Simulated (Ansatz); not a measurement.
# Pb (P6_3/mmc) in Ansatz: notebook

The runs below take Pb through band structure, with PBEsol.

Everything below comes from runs of Ansatz 0.2.0. Logs are shortened: lines on timing, memory, paths and dates and some standing lists are left out, and cuts for length are marked.

### Step 1. Starting point

Symmetry: P6_3/mmc, No. 194, hexagonal system. Conventional cell: a = 3.480 Å, b = 3.480 Å, c = 5.590 Å, α = 90.00°, β = 90.00°, γ = 120.00°. Around Pb (site symmetry -6m2) lie 12 Pb at 3.44 to 3.48 Å.

This isn't the form of Pb at room conditions, which is fcc.

### Step 2. Band structure, PBEsol

input.yaml

```yaml
crystal:
  lattice:
    - [3.48, 0.0, 0.0]
    - [-1.74, 3.0137684052, 0.0]
    - [0.0, 0.0, 5.59]
  atoms:
    - { symbol: Pb, position: [0.6666666667, 0.3333333333, 0.75] }
    - { symbol: Pb, position: [0.3333333333, 0.6666666667, 0.25] }
hamiltonian:
  xc: pbesol
  pseudopotentials: { kind: paw }
kpoints:
  mp_grid: { grid: [9, 9, 5] }
  band_path:
    path:
      - [[0.0, 0.0, 0.0], [0.5, 0.0, 0.0], [0.3333333333, 0.3333333333, 0.0], [0.0, 0.0, 0.0], [0.0, 0.0, 0.5], [0.5, 0.0, 0.5], [0.3333333333, 0.3333333333, 0.5], [0.0, 0.0, 0.5]]
      - [[0.5, 0.0, 0.5], [0.5, 0.0, 0.0]]
      - [[0.3333333333, 0.3333333333, 0.0], [0.3333333333, 0.3333333333, 0.5]]
    npoints: 14
scf:
  occupations: { method: fermi_dirac, width: 0.05 }
  n_extra_bands: 6
output:
  forces: true
  stress: true
  eigenvalues: true
  fatbands: true
  write_density: true
  write_potential: true
  elf: true
  volumetric_format: npy
```

Potentials or basis: Ansatz PAW.

Launch:

```
$ ansatz run input.yaml --threads 2 --pin off --max-ram 5632MiB --backend cpu --events-out ev --progress --plain --runs-dir out
```

Standard output:

```text
Warning: RAYON_NUM_THREADS=2 ignored (pool sized by the plan → 2); use --threads N
scf.n_extra_bands = 6 over 14 filled bands (N_el = 28.0): the run solves 20 bands
Engine: ansatz 0.2.0, x86_64-unknown-linux-gnu
Pseudopotentials: kind: paw
Pseudopotential: Pb, paw, valence charge 14, recommended cutoff 420 eV (normal), Pb.paw.azcp
Functional definition: PBEsol
  exchange = pbesol_x
  correlation = pbesol_c
Crystal: 2 atoms, lattice volume = 58.627 Å³
Basis set: ecut = 420 eV, 1117 PW (Γ), exchange–correlation on 48×48×80 points (8 copies of the dense FFT grid, shifted against one another)
Bands: 20, of which v1, the nominal top of the filled ones, is band 14 counted from 1 (13 counted from 0)
Symmetry: 24 space group operations
Space group: P63/mmc (ITA 194), of the structure as read, at distance tolerance 3.9e-5 Å
k-points: 36 of 405
Non-local potential: Pb, projectors of the file, l = 0: 2, l = 1: 2, l = 2: 2, l = 3: 2
PAW form: soft (Blöchl's): semilocal exchange-correlation on the pseudo side does not see the compensation charge
PAW frozen core: Pb, regenerated for the run's functional, and the local potential with it (the file was generated under x = pbe(κ = 0.804, μ = 0.2195149727645171), c = pbe(β = 0.06672455060314922))
PAW one-centre angular grid: Pb, 590 points (default); XC on 64 Gauss nodes
Initial density: superposition of atomic densities (neutral atoms: chi_scale 0, normalization atom), corrected by the library's trained network
Initial wavefunctions: pseudopotential atomic-orbital guess
Functional: x = pbesol(κ = 0.804, μ = 0.12345679012345678), c = pbesol(β = 0.046)
SCF iter   1: F=—  HF=-23509.840059 eV  |F-HF|=—  |Δ(HF+E_count)|=         —  Δρ=2.41e-3  dr2=3.71e-3  ethr=1.77e-3  ⟨swp⟩=6.9  Hψ=3773  notcnv=0  defer=4
preconditioner: auto → Kerker (q_TF=auto, 2.412 Å⁻¹)  [metal: Δε(μ)=0.094 eV  Ē_g=18.493 eV  σ=0.050 eV  W_gap=0.38  n_scr=22 (ndim 8)  ℏωp=25.7 eV  f_vac=0.000  D(μ)=1.19/eV (n_scr^D=2)]
SCF iter   2: F=—  HF=-23509.837401 eV  |F-HF|=—  |Δ(HF+E_count)|=   2.66e-3  Δρ=1.57e-3  dr2=1.69e-3  ethr=1.32e-5  ⟨swp⟩=2.8  Hψ=1508  notcnv=0  defer=19
SCF iter   3: F=—  HF=-23509.836811 eV  |F-HF|=—  |Δ(HF+E_count)|=   5.91e-4  Δρ=7.26e-4  dr2=2.05e-4  ethr=6.05e-6  ⟨swp⟩=2.0  Hψ=1208  notcnv=0  defer=19
SCF iter   4: F=—  HF=-23509.836729 eV  |F-HF|=—  |Δ(HF+E_count)|=   8.17e-5  Δρ=1.40e-4  dr2=1.95e-5  ethr=7.34e-7  ⟨swp⟩=2.0  Hψ=1150  notcnv=0  defer=19
SCF iter   5: F=—  HF=-23509.836723 eV  |F-HF|=—  |Δ(HF+E_count)|=   6.30e-6  Δρ=5.64e-5  dr2=2.71e-6  ethr=6.98e-8  ⟨swp⟩=1.8  Hψ=797  notcnv=0  defer=19
SCF iter   6: F=-23509.836722 eV  HF=-23509.836722 eV  |F-HF|=4.86e-8  |Δ(HF+E_count)|=   7.72e-7  Δρ=1.22e-5  dr2=9.77e-8  ethr=3.57e-10  ⟨swp⟩=10.7  Hψ=5723  notcnv=0
SCF 1 converged in 6 iterations: F = -23509.836722 eV  dr2 = 9.77e-8
NSCF: frozen V_eff on 129 k-points
SCF converged after 6 iterations
Free energy (F): -23509.836722 eV
Harris-Foulkes:  -23509.836722 eV  (|F-HF|=4.86e-8)
Internal energy: -23509.826233 eV  (E = F + TS)
E sigma→0 (E₀):  -23509.831477 eV
Entropy (-TS):   -0.010489 eV (-5.245 meV/atom)
Fermi energy:    11.248994 eV
--- Per-component energies (eV) ---
  E_band       = -63.772273
  E_kinetic    = 579.291425
  E_local      = -1988.856251  (includes V_loc(G=0)·N_el)
  E_nonlocal   = 703.341405
  E_hartree    = 789.889241
  E_xc         = -438.618067
  E_vxc        = -266.292906  (∫ρ·V_xc dr)
  E_paw        = -20511.450469  (= ΣΔE_a)
  E_vpaw       = -671.044150  (= ΣTr[D̂ρ^β])
  E_aug_tail   = 0.000093  (compensation charges beyond the density's cutoff)
  E_ewald      = -2643.547842
  E_core_change = 0.124233  (= ΣΔE_core)
  E_smearing   = -0.010489  (= −TS)
  E_closure    = 0.000000  (closes the sum)
  Σ components = -23509.836722   (vs F -23509.836722, Δ=0.00e0)
--- Forces (eV/Å), atoms counted from 1 ---
  atom   1  Pb     0.00000000    -0.00000000    -0.00000000
  atom   2  Pb     0.00000000     0.00000000     0.00000000
  max |Σ_I F_I| component: 4.63e-17 eV/Å
--- Stress (GPa, compression-positive) ---
       -0.212740      -0.000000       0.000000
        0.000000      -0.212740      -0.000000
        0.000000      -0.000000       3.599988
  P = ⅓ Tr σ = 1.0582 GPa (10.582 kbar)
--- Band table (eV; the first three rows and the last of 36) ---
  k-point 0: bands = ["-5.7726", "-5.7227", "-5.7227", "-5.7214", "-5.6975", "-5.6975", "-5.6434", "-5.6434", "-5.4448", "-5.4448", "-0.7045", "3.2823", "6.9544", "16.8510", "16.8510", "18.7559", "18.7559", "19.4370", "20.0432", "20.2919"]
  k-point 1: bands = ["-5.7649", "-5.7376", "-5.7376", "-5.7229", "-5.7081", "-5.7081", "-5.6071", "-5.6071", "-5.4555", "-5.4555", "-0.4992", "2.4288", "8.2354", "17.0148", "17.0148", "17.2018", "18.5686", "18.5686", "20.1251", "20.3912"]
  k-point 2: bands = ["-5.7472", "-5.7445", "-5.7445", "-5.7308", "-5.7303", "-5.7303", "-5.5442", "-5.5442", "-5.4893", "-5.4893", "0.1186", "1.1341", "10.8013", "13.8860", "17.4660", "17.4660", "18.0659", "18.0659", "20.3538", "20.5361"]
  k-point 35: bands = ["-5.7702", "-5.7702", "-5.7097", "-5.6105", "-5.6023", "-5.6023", "-5.5823", "-5.5797", "-5.4383", "-5.4383", "4.2238", "4.2238", "8.7665", "8.7665", "9.2348", "10.2479", "16.0380", "16.0380", "19.2433", "21.1740"]
```

Wall time 3.3 s (2 threads of AMD EPYC 7R43 (Zen 3), shared host); peak memory 0.41 GiB.

Results:

| Item | Value |
| --- | --- |
| Free energy | -23509.8367 eV |
| Pressure | 1.1 GPa |
| Band gap on the k mesh | none (metal or under the smearing width) |

Levels at the corners of the path, in eV from the Fermi level:
```tsv
point	band 10	band 11	band 12	band 13	band 14	band 15	band 16	band 17	band 18	band 19
Γ	-16.69	-11.95	-7.97	-4.29	5.60	5.60	7.51	7.51	8.19	8.79
M	-16.67	-8.38	-7.13	-2.89	-1.41	-0.51	1.81	1.98	5.81	6.17
K	-16.69	-7.29	-7.29	-2.91	-0.44	-0.44	0.84	1.13	1.13	4.95
Γ	-16.69	-11.95	-7.97	-4.29	5.60	5.60	7.51	7.51	8.19	8.79
A	-16.76	-10.67	-10.67	1.05	1.05	6.51	6.51	6.51	6.51	9.23
L	-16.68	-7.53	-7.53	-3.81	-3.81	3.45	3.45	3.79	3.79	6.98
H	-16.68	-6.99	-6.99	-2.62	-2.62	-1.54	-1.54	5.27	5.27	9.22
A	-16.76	-10.67	-10.67	1.05	1.05	6.51	6.51	6.51	6.51	9.23
L	-16.68	-7.53	-7.53	-3.81	-3.81	3.45	3.45	3.79	3.79	6.98
M	-16.67	-8.38	-7.13	-2.89	-1.41	-0.51	1.81	1.98	5.81	6.17
K	-16.69	-7.29	-7.29	-2.91	-0.44	-0.44	0.84	1.13	1.13	4.95
H	-16.68	-6.99	-6.99	-2.62	-2.62	-1.54	-1.54	5.27	5.27	9.22
```

Caveat: spin-orbit coupling is left out, which moves the levels of the heavy elements; the PAW data sets come from PBE, with cores solved anew for the run's functional, which leaves a small shift of forces and pressure.

### Step 3. Band structure, PBEsol

Changes to input.yaml since step 2:

```diff
@@ -10,3 +10,3 @@
   xc: pbesol
-  pseudopotentials: { kind: paw }
+  pseudopotentials: { kind: paw, source: jth, xc_functional: pbe }
 kpoints:
@@ -26,3 +26,3 @@
   eigenvalues: true
-  fatbands: true
+  fatbands: false
   write_density: true
```

Potentials or basis: JTH PAW.

Launch:

```
$ ansatz run input.yaml --threads 2 --pin off --max-ram 5632MiB --backend cpu --events-out ev --progress --plain --runs-dir out
```

It took 17 s on 2 threads of AMD EPYC 7R43 (Zen 3), shared host; peak memory 1.1 GiB.

The run converged. Its results:

```yaml
Free_energy: -23388.9572 eV
Pressure: 1.2 GPa
Band_gap_on_the_k_mesh: none (metal or under the smearing width)
```

Stress tensor (GPa, compression positive):
```
-0.05  0.00  0.00
 0.00 -0.05  0.00
 0.00  0.00  3.68
```

Levels at the corners of the path, in eV from the Fermi level:
```csv
point,band 12,band 13,band 14,band 15,band 16,band 17
Γ,-7.98,-4.30,5.59,5.59,7.49,7.49
M,-7.15,-2.90,-1.41,-0.50,1.83,1.98
K,-7.31,-2.91,-0.44,-0.44,0.84,1.14
Γ,-7.98,-4.30,5.59,5.59,7.49,7.49
A,-10.68,1.04,1.04,6.50,6.50,6.50
L,-7.55,-3.81,-3.81,3.45,3.45,3.79
H,-7.02,-2.61,-2.61,-1.54,-1.54,5.26
A,-10.68,1.04,1.04,6.50,6.50,6.50
L,-7.55,-3.81,-3.81,3.45,3.45,3.79
M,-7.15,-2.90,-1.41,-0.50,1.83,1.98
K,-7.31,-2.91,-0.44,-0.44,0.84,1.14
H,-7.02,-2.61,-2.61,-1.54,-1.54,5.26
```

Caveat: spin-orbit coupling is left out, which moves the levels of the heavy elements.
